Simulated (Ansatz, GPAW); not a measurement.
Given: the input of a run of Ansatz 0.2.0 on ZnS. 

Contents of input.yaml:

```yaml
crystal:
  lattice:
    - [0.0, 2.702, 2.702]
    - [2.702, 0.0, 2.702]
    - [2.702, 2.702, 0.0]
  atoms:
    - { symbol: Zn, position: [0.75, 0.75, 0.75] }
    - { symbol: S, position: [0.0, 0.0, 0.0] }
kpoints:
  mp_grid: { grid: [9, 9, 9] }
scf:
  occupations: { method: gaussian, width: 0.025 }
hamiltonian:
  xc: pbe
  pseudopotentials: { kind: all_electron, lapw: { basis_error: 0.001 } }
output:
  forces: true
  stress: true
  eigenvalues: true
```

Potentials or basis: all-electron LAPW, scalar-relativistic.

Run with:

```bash
$ ansatz run input.yaml --threads 1 --pin off --max-ram 3072MiB --backend cpu --events-out ev --progress --plain --runs-dir out
```

Q: Translate it to GPAW 26.7.0 (ASE script). Potentials or basis there: GPAW PAW data sets (gpaw-data 1.2.1), cutoff 600 eV.

A: As run (cutoffs and basis follow the program's own potentials, and thresholds, step limits or extra output files can differ):

File run.py:

```python
from ase import Atoms
from ase.dft.bandgap import bandgap
from ase.io import write
from ase.units import GPa
from gpaw import GPAW, PW

atoms = Atoms(['Zn', 'S'],
              cell=[[0.0, 2.702, 2.702],
                    [2.702, 0.0, 2.702],
                    [2.702, 2.702, 0.0]],
              scaled_positions=[[0.75, 0.75, 0.75],
                                [0.0, 0.0, 0.0]],
              pbc=True)

calc = GPAW(mode=PW(600),
            xc='PBE',
            kpts={'size': (9, 9, 9), 'gamma': True},
            occupations={'name': 'methfessel-paxton', 'order': 0, 'width': 0.025},
            nbands=18,
            convergence={'density': 1e-05, 'energy': 1e-05},
            maxiter=150,
            txt='gpaw.txt')
atoms.calc = calc
energy = atoms.get_potential_energy()
forces = atoms.get_forces()
stress = atoms.get_stress()
calc.write('gs.gpw')
write('result.traj', atoms)
print(f'Energy: {energy:.6f} eV')
print('Forces (eV/A):')
print(forces.round(4))
print('Stress (GPa):', (stress / GPa).round(3))
print('Fermi level:', round(calc.get_fermi_level(), 4), 'eV')
print(f'Gap: {bandgap(calc)[0]:.4f} eV, direct: {bandgap(calc, direct=True)[0]:.4f} eV')
```

Potentials or basis: GPAW PAW data sets (gpaw-data 1.2.1), pw.

Run with:

```sh
$ OMP_NUM_THREADS=1 python run.py
```

Both were run:

|  | Ansatz | GPAW |
| --- | --- | --- |
| Pressure | 1.6 GPa | 1.6 GPa |

Where Ansatz's input types no cutoff or centring, it takes its own default and a Γ-centred mesh.

Pressure is positive in compression.
